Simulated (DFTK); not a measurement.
**Nb in DFTK: convergence with k mesh**

Crystal: Nb.

```
Nb
1.0
    -1.66395    1.66395    1.66395
     1.66395   -1.66395    1.66395
     1.66395    1.66395   -1.66395
Nb
1
Direct
  0.00000 0.00000 0.00000
```

| Quantity | Value |
| --- | --- |
| Program | DFTK 0.8.2 |
| Task | convergence study |
| Functional | LDA |
| Potentials or basis | cp2k.nc.sr.lda.v0_1.semicore.gth (LDA, GTH) |
| Cutoff | 816 eV |
| k mesh | 2 × 2 × 2 |
| Occupations | fermi-dirac, width 0.02 eV |
| Spin | collinear spin, ferromagnetic start |
| Starting moments | [0.5] μB |

These are the settings of the first run; the series varies k mesh, with any setting tied to it.

Hardware: 1 thread of AMD EPYC 7R13 Processor (Zen 3), with other jobs on the host.

| k mesh | energy less the tightest run, at zero smearing (meV/atom) | absolute moment (μB) | SCF cycles |
| --- | --- | --- | --- |
| 2 × 2 × 2 | -1042.51 | 0.51 | 16 |
| 3 × 3 × 3 | -116.85 | 0.48 | 14 |
| 5 × 5 × 5 | 48.45 | 0.19 | 13 |
| 7 × 7 × 7 | 25.15 | 0.00 | 14 |
| 8 × 8 × 8 | -30.17 | 0.00 | 13 |
| 10 × 10 × 10 | 17.20 | 0.00 | 12 |
| 12 × 12 × 12 | -16.51 | 0.00 | 12 |
| 14 × 14 × 14 | 0.00 | 0.00 | 14 |

Against the tightest run, the absolute moment stays within 0.02 μB from 7 × 7 × 7 on. Not settled before the last step: the energy (to 1 meV/atom). Meshes of other sizes hit other points, so gaps and Fermi surfaces needn't settle smoothly. The tightest run that finished is the yardstick and may itself not be fully converged.

Caveat, for the tightest run too: the cutoff is short for these potentials, so energies and forces aren't converged, fitted volumes are rough and the log's stress (off by 3 to 10 GPa or more in trials) isn't used.
